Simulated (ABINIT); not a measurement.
A run of ABINIT 10.8.3 (patched build) is set up as follows.

Contents of run.abi:

```
pp_dirpath "./"
pseudos "Ti.upf, C.upf"

acell 3*1.0
rprim
     0.0000000000     4.0926154775     4.0926154775
     4.0926154775     0.0000000000     4.0926154775
     4.0926154775     4.0926154775     0.0000000000
ntypat 2
znucl 22 6
natom 2
typat 1 2
chkprim 0
chksymtnons 0
tolsym 1.0e-6
xred
            0.0            0.0            0.0
            1/2            1/2            1/2

ecut 42.0
ecutsm 0.5

kptopt 1
ngkpt 8 8 8
nshiftk 1
shiftk 0.0 0.0 0.0

ixc -116133

nband 12
occopt 3
tsmear 0.05 eV

nstep 80
tolvrs 1.0e-12

iomode 3
prteig 0
prtebands 0
prtwf 0
prtden 0

ionmov 2
optcell 2
ntime 50
tolmxf 2.0e-5
dilatmx 1.08
```

Potentials or basis: PseudoDojo NC SR PBEsol v0.4.1 standard.

The run is started by

```bash
$ abinit run.abi > log 2>&1
```

(1) What does it give for the relaxed cell?

(2) Estimate the band gap on the k mesh.

Results:

(1) a = 3.037 Å, b = 3.037 Å, c = 3.037 Å, α = 60.00°, β = 60.00°, γ = 60.00°.

(2) none (metal or under the smearing width).
